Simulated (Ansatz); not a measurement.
# FePt

Level of theory: DFT, PBE with spin–orbit coupling, two-component spinors; plane waves to 420 eV with PAW datasets (Ansatz 0.2.0), Γ-centred 12×12×10 mesh, 0.05 eV Gaussian smearing. The datasets are Ansatz's generated set soft_2.

```
Fe Pt
1.0
     2.73418    0.00000    0.00000
     0.00000    2.73418    0.00000
     0.00000    0.00000    3.75329
Fe Pt
1 1
Direct
  0.50000 0.50000 0.50000
  0.00000 0.00000 0.00000
```

The chain of runs began from a cell as deposited in COD, expanded in volume.

Starting moments: Fe 2.5 μB on each such atom, all parallel. Spin axis [111] (Cartesian).

The run ends ferromagnetic, with site spin moments Fe 2.81; Pt 0.35 μB. The moments turned by 54° to (0.00, 0.00, 1.00).

The pressure at this geometry is -0.7 GPa.

Question: Which orbitals carry the states at the Fermi level, and how many states are there?

Answer: Within 0.1 eV of it: Fe 3d 67 %, Pt 5d 24 % (shares among the projected shells). The density of states at the Fermi level is about 1.5 states/eV per cell, averaged over 0.3 eV.

Density of states (tetrahedra, averaged over 0.5 eV; states/eV per cell of 2 atoms; energy in eV from the Fermi level; projections on Löwdin-orthogonalised atomic orbitals, summed over sites):

```tsv
E	total	Pt 5d	Fe 3d	Pt 6s	Fe 4s
-7.60	0.30	0.03	0.01	0.17	0.09
-7.10	0.39	0.06	0.02	0.20	0.10
-6.60	0.73	0.27	0.07	0.25	0.12
-6.10	1.68	1.00	0.21	0.26	0.19
-5.60	2.62	1.80	0.39	0.14	0.26
-5.10	2.86	2.09	0.49	0.11	0.13
-4.60	2.37	1.67	0.50	0.10	0.05
-4.10	2.26	1.47	0.58	0.11	0.04
-3.60	2.91	1.60	1.07	0.10	0.07
-3.10	3.54	1.46	1.82	0.09	0.08
-2.60	2.84	1.07	1.56	0.06	0.07
-2.10	3.43	1.58	1.62	0.07	0.07
-1.60	2.55	1.18	1.15	0.05	0.08
-1.10	2.92	1.11	1.54	0.05	0.09
-0.60	2.93	1.14	1.56	0.05	0.07
-0.10	1.65	0.39	1.03	0.05	0.08
0.40	1.45	0.29	0.98	0.05	0.06
0.90	2.74	0.49	2.01	0.07	0.07
1.40	2.44	0.40	1.82	0.07	0.06
1.90	1.03	0.19	0.54	0.11	0.06
2.40	0.67	0.12	0.22	0.10	0.07
2.90	0.67	0.09	0.18	0.10	0.09
3.40	0.59	0.06	0.12	0.09	0.09
3.90	0.53	0.05	0.08	0.08	0.08
4.40	0.47	0.03	0.06	0.07	0.07
4.90	0.44	0.03	0.04	0.08	0.06
5.40	0.44	0.02	0.03	0.09	0.07
```

Site moments are of spin, integrated over Gaussian weights of 0.5 Å, which gives about a tenth less on f atoms than spheres do.
